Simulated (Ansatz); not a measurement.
Write the native input for Ansatz 0.2.0 that does the following.

```yaml
Task: single point
Functional: PBEsol
Potentials_or_basis: Ansatz PAW
Cutoff: "420 eV (not typed: the program's choice for these potentials)"
k_mesh: 10 × 10 × 10
Occupations: fermi-dirac, width 0.05 eV
Spin: collinear spin, ferromagnetic start
Starting_moments: "[3.0] μB"
Fixed_moment: 3 μB
```

Cr:

```
Cr
1.0
    -1.48445    1.48445    1.48445
     1.48445   -1.48445    1.48445
     1.48445    1.48445   -1.48445
Cr
1
Cartesian
  0.0000 0.0000 0.0000
```

These files were run (other wordings do the same):

input.yaml

```yaml
crystal:
  lattice:
    - [-1.4844496776, 1.4844496776, 1.4844496776]
    - [1.4844496776, -1.4844496776, 1.4844496776]
    - [1.4844496776, 1.4844496776, -1.4844496776]
  atoms:
    - { symbol: Cr, position: [0.0, 0.0, 0.0], spin: 3.0 }
hamiltonian:
  xc: pbesol
  pseudopotentials: { kind: paw }
magnetization:
  spin_polarized: true
  initial_magnetization: 3.0
  spin_locking: { lock_magnetization: hard }
kpoints:
  mp_grid: { grid: [10, 10, 10] }
scf:
  occupations: { method: fermi_dirac, width: 0.05 }
  lower_state_search: "off"
output:
  forces: true
  stress: true
  eigenvalues: true
  write_density: true
  write_potential: true
  elf: true
  volumetric_format: npy
```

Potentials or basis: Ansatz PAW.

Command:

```sh
$ ansatz run input.yaml --threads 2 --pin off --max-ram 5632MiB --backend cpu --events-out ev --progress --plain --runs-dir out
```

It gave:

```yaml
Pressure: 17.2 GPa
Net_moment: 3.00 μB per cell
Absolute_moment: 3.00 μB per cell
Site_moments: Cr +2.65 μB
```

Caveat: the total moment is fixed, so each spin has its own Fermi level; the PAW data sets come from PBE, with cores solved anew for the run's functional, which leaves a small shift of forces and pressure; the thresholds are loose for stress.

Wall time 0.83 s on 2 threads of Arm Neoverse V2, on a shared host, peak memory 0.25 GiB.
